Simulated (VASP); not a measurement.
# Sb (R-3m) in VASP: a series of runs, part 2 of 2

VASP 6.6.1. The steps go on from the part before.

## Step 3: Relaxation of cell and atoms, LDA

INCAR reads:

```
SYSTEM = Sb
PREC = Accurate ; ENCUT = 600
EDIFF = 1E-7 ; ISMEAR = 0
SIGMA = 0.1 ; LREAL = .FALSE.
LASPH = .TRUE. ; NELM = 100
ALGO = Normal ; ISIF = 3
LWAVE = .FALSE. ; LCHARG = .FALSE.
GGA = CA ; IBRION = 2
NSW = 90 ; EDIFFG = -0.005
```

KPOINTS reads:

```
Automatic mesh
0
G
  12 12 12
  0 0 0
```

POSCAR reads:

```
Sb
1.0
    2.1506000000      1.2416494900      3.7440000000
   -2.1506000000      1.2416494900      3.7440000000
    0.0000000000     -2.4832989800      3.7440000000
Sb
2
Direct
    0.2336400000      0.2336400000      0.2336400000
    0.7663600000      0.7663600000      0.7663600000
```

Potentials or basis: VASP PAW LDA potentials, release 64 (Sb).

On the command line:

```bash
$ cat potpaw_LDA.64/Sb/POTCAR > POTCAR
$ mpirun -np 1 vasp_std > vasp.out
```

OUTCAR:

```text
SYSTEM = Sb
   PREC = Accurate
   ENCUT = 600
   EDIFF = 1E-7
   ISMEAR = 0
   LREAL = .FALSE.
   LASPH = .TRUE.
   NELM = 100
   ISIF = 3
   GGA = CA
   IBRION = 2
   NSW = 90
   EDIFFG = -0.005

 ion  position               nearest neighbor table
   1  0.234  0.234  0.234-   2 2.90   2 2.90   2 2.90   2 3.34   2 3.34   2 3.34
   2  0.766  0.766  0.766-   1 2.90   1 2.90   1 2.90   1 3.34   1 3.34   1 3.34

  LATTYP: Found a trigonal (rhomboedric) cell.
 ALAT       =     4.4926951617
 COS(alpha) =     0.5417152821

  Lattice vectors:

 A1 = (   2.1506000000,   1.2416494900,   3.7440000000)
 A2 = (  -2.1506000000,   1.2416494900,   3.7440000000)
 A3 = (   0.0000000000,  -2.4832989800,   3.7440000000)

Analysis of symmetry for initial positions (statically):
=====================================================================
 Subroutine PRICEL returns:
 Original cell was already a primitive cell.

 Routine SETGRP: Setting up the symmetry group for a
 trigonal (rhombohedral) supercell.

 Subroutine GETGRP returns: Found 12 space group operations
 (whereof 12 operations were pure point group operations)
 out of a pool of 12 trial point group operations.

The static configuration has the point symmetry D_3d.

Analysis of symmetry for dynamics (positions and initial velocities):
=====================================================================
 Subroutine PRICEL returns:
 Original cell was already a primitive cell.

 Routine SETGRP: Setting up the symmetry group for a
 trigonal (rhombohedral) supercell.

 Subroutine GETGRP returns: Found 12 space group operations
 (whereof 12 operations were pure point group operations)
 out of a pool of 12 trial point group operations.

The dynamic configuration has the point symmetry D_3d.

 Subroutine INISYM returns: Found 12 space group operations
 (whereof 12 operations are pure point group operations),
 and found     1 'primitive' translations

[... 142 lines left out ...]
  free energy    TOTEN  =        -9.62048734 eV

  energy without entropy =       -9.61996885  energy(sigma->0) =       -9.62022809

------------------------ aborting loop because EDIFF is reached ----------------------------------------

  FORCE on cell =-STRESS in cart. coord.  units (eV):
  Direction    XX          YY          ZZ          XY          YZ          ZX
  --------------------------------------------------------------------------------------
  -------------------------------------------------------------------------------------
  Total       -0.1468032     -0.1468032     -0.3343636      0.0000000      0.0000000     -0.0000000
  in kB       -3.9210313     -3.9210313     -8.9306648      0.0000000      0.0000000     -0.0000000
  external PRESSURE =      -5.5909091 kB  Pullay stress =       0.0000000 kB
[... 89 lines left out ...]
  FREE ENERGIE OF THE ION-ELECTRON SYSTEM (eV)
  ---------------------------------------------------
  free  energy   TOTEN  =        -9.6248215746 eV

  energy  without entropy=       -9.6242770931  energy(sigma->0) =       -9.62454933

[... ionic steps 4 to 7 ...]

--------------------------------------- Ionic step        8  -------------------------------------------

 number of electron      10.0000000 magnetization

------------------------ aborting loop because EDIFF is reached ----------------------------------------
[... 67 lines left out ...]
--------------------------------------- Ionic step       10  -------------------------------------------

 number of electron      10.0000000 magnetization

 Free energy of the ion-electron system (eV)
  ---------------------------------------------------
  ext. energy  EPLUGINS =         0.00000000
  ---------------------------------------------------
  free energy    TOTEN  =        -9.62943221 eV

  energy without entropy =       -9.62870146  energy(sigma->0) =       -9.62906683

 E-fermi :   7.4510     XC(G=0):  -9.8641

 val. band max:        7.4367314840   @ k =  -0.4167   0.5000   0.4167
 cond. band min:       7.5932610318   @ k =   0.3333   0.1667   0.1667
 fundamental gap:      0.1565295478
 Fermi energy:         7.4510443437

 k-point     1 :       0.0000    0.0000    0.0000
  band No.  band energies     occupation
      1      -5.3856      2.00000
      2       2.8275      2.00000
      3       5.5266      2.00000
      4       5.6551      2.00000
      5       5.6551      2.00000
      6       9.8847      0.00000
      7      10.3560      0.00000
      8      10.3560      0.00000
      9      12.4259      0.00000
[... 265 lines left out ...]
 k-point    24 :      -0.4167    0.1667   -0.0000
  band No.  band energies     occupation
      1      -2.7794      2.00000
      2      -2.0988      2.00000
      3       3.7623      2.00000
      4       5.3490      2.00000
      5       5.7938      2.00000
      6       8.4469      0.00000
      7       8.8910      0.00000
      8      10.6808      0.00000
      9      14.1261      0.00000

 [... further k-points ...]
[... 5 lines left out ...]
  --------------------------------------------------------------------------------------
  -------------------------------------------------------------------------------------
  Total        0.0024244      0.0024244     -0.0059398      0.0000000      0.0000000      0.0000000
  in kB        0.0664334      0.0664334     -0.1627597      0.0000000      0.0000000      0.0000000
  external PRESSURE =      -0.0099643 kB  Pullay stress =       0.0000000 kB
[... 17 lines left out ...]
  FREE ENERGIE OF THE ION-ELECTRON SYSTEM (eV)
  ---------------------------------------------------
  free  energy   TOTEN  =        -9.6294322064 eV

  energy  without entropy=       -9.6287014563  energy(sigma->0) =       -9.62906683

 reached required accuracy - stopping structural energy minimisation
```

OSZICAR:

```text
N       E                     dE             d eps       ncg     rms          rms(c)
DAV:   1     0.442159680116E+02    0.44216E+02   -0.40287E+03  3402   0.989E+02
DAV:   2    -0.760525021688E+01   -0.51821E+02   -0.50805E+02  4813   0.133E+02
DAV:   3    -0.962769500039E+01   -0.20224E+01   -0.19794E+01  4094   0.322E+01
[... 65 lines left out ...]
       N       E                     dE             d eps       ncg     rms          rms(c)
DAV:   1    -0.962944567153E+01   -0.34381E-04   -0.78679E-04  3723   0.178E-01    0.183E-02
DAV:   2    -0.962943671611E+01    0.89554E-05   -0.25048E-05  3636   0.373E-02    0.102E-02
DAV:   3    -0.962943224731E+01    0.44688E-05   -0.12288E-05  3735   0.193E-02    0.237E-03
DAV:   4    -0.962943220640E+01    0.40904E-07   -0.42406E-07  3548   0.547E-03
  10 F= -.96294322E+01 E0= -.96290668E+01  d E =-.209166E-04
```

Run time: 9.3 min. Hardware: 1 thread of Intel Xeon Platinum 8375C at 2.90GHz (Ice Lake), shared host; peak memory 0.26 GiB.

What came out:

```yaml
Free_energy: -9.6294 eV
Relaxed_volume: 29.23 Å³/atom
Relaxed_cell: a = 4.414 Å, b = 4.414 Å, c = 4.414 Å, α = 58.31°, β = 58.31°, γ = 58.31°
Space_group_after_relaxing_to_0.05_Å: R-3m (No. 166)
Energy_gained_by_relaxing: 4.5 meV/atom
Ionic_steps: 10
Pressure_after_relaxing: 0.0 GPa
Largest_force_after_relaxing: 0.004 eV/Å
Band_gap_on_the_k_mesh: none (metal or under the smearing width)
```

Forces on the atoms (eV/Å):
```
Sb   0.000  0.000  0.004
Sb   0.000  0.000 -0.004
```

Step by step:
| step | energy change (eV) | largest force (eV/Å) | pressure (GPa) | volume (Å³) |
| --- | --- | --- | --- | --- |
| 1 | 0.0000 | 0.1395 | -0.56 | 59.99 |
| 2 | -0.0038 | 0.1562 | 0.13 | 59.08 |
| 3 | -0.0043 | 0.1652 | 0.53 | 58.61 |
| 4 | -0.0068 | 0.1033 | 0.36 | 58.53 |
| 5 | -0.0088 | 0.0056 | 0.09 | 58.39 |
| 6 | -0.0088 | 0.0142 | 0.06 | 58.38 |
| 7 | -0.0089 | 0.0105 | 0.00 | 58.45 |
| 8 | -0.0089 | 0.0061 | -0.07 | 58.54 |
| 9 | -0.0089 | 0.0069 | -0.06 | 58.52 |
| 10 | -0.0089 | 0.0041 | 0.00 | 58.47 |

Final structure:
```
Sb
1.0
     2.15050    1.24159    3.64973
    -2.15050    1.24159    3.64973
     0.00000   -2.48319    3.64973
Sb
2
Direct
  0.23644 0.23644 0.23644
  0.76356 0.76356 0.76356
```

Levels at points of the mesh, in eV from the Fermi level:
```
           k point  band 2  band 3  band 4  band 5  band 6  band 7  band 8  band 9
(0.00, 0.00, 0.00)   -4.62   -1.92   -1.80   -1.80    2.43    2.90    2.90    4.97
(0.50, 0.00, 0.00)   -9.77   -1.69   -1.51   -0.26   -0.12    0.28    0.31    7.95
(0.50, 0.50, 0.00)   -7.87   -5.62   -3.77   -3.74    1.65    5.18    5.56    7.28
(0.50, 0.50, 0.50)   -9.20   -1.21   -1.21   -0.42   -0.03   -0.03    0.99    7.41
```

Spin-orbit coupling is left out, which matters for the levels of Sb. Zero-point motion and thermal expansion aren't in these numbers.
